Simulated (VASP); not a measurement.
Write the native input for VASP 6.6.1 that does the following.

```yaml
Task: relaxation of shape and atoms at fixed volume
Functional: PBEsol
Potentials_or_basis: VASP PAW PBE potentials, release 64 (Os)
Cutoff: 600 eV
k_mesh: 15 × 15 × 9
Occupations: methfessel-paxton, width 0.1 eV
Spin: no spin polarisation
Further_INCAR_settings: ALGO = Normal; EDIFF = 1e-07; IBRION = 2; EDIFFG = -0.01; NSW = 40; ISIF = 4
```

The structure of Os lies in POSCAR:

```
Os                                      
1.0
    2.7284973003     -0.0000000000      0.0000000000
   -1.3642486501      2.3629479762     -0.0000000000
    0.0000000000     -0.0000000000      4.3140462099
  Os            
     2
Direct
     0.3333333332999970    0.6666666667000030    0.2500000000000000
     0.6666666667000030    0.3333333332999970    0.7500000000000000
```

These files were run (other wordings do the same):

INCAR

```
PREC = Accurate
ENCUT = 600
EDIFF = 1E-7
ISMEAR = 1
SIGMA = 0.1
LREAL = F
LASPH = T
NELM = 80
ALGO = Normal
ISIF = 4
LWAVE = F
LCHARG = F
GGA = PS
IBRION = 2
NSW = 40
EDIFFG = -0.01
```

KPOINTS

```
Automatic mesh
0
Gamma
  15 15 9
```

Potentials or basis: VASP PAW PBE potentials, release 64 (Os).

Run with:

```console
$ cat potpaw_PBE.64/Os/POTCAR > POTCAR
$ mpirun -np 1 vasp_std > vasp.out
```

It gave:

The pressure after relaxing is 0.0 GPa and the band gap on the k mesh is none (metal or under the smearing width).

Caveat: the relaxation stopped at its first step, so nothing moved; the PAW data sets were made with another functional, which shifts forces and pressure a little.

Wall time 41 s on 1 thread of Intel(R) Xeon(R) Platinum 8488C (Sapphire Rapids), with other jobs on the host, peak memory 0.19 GiB.
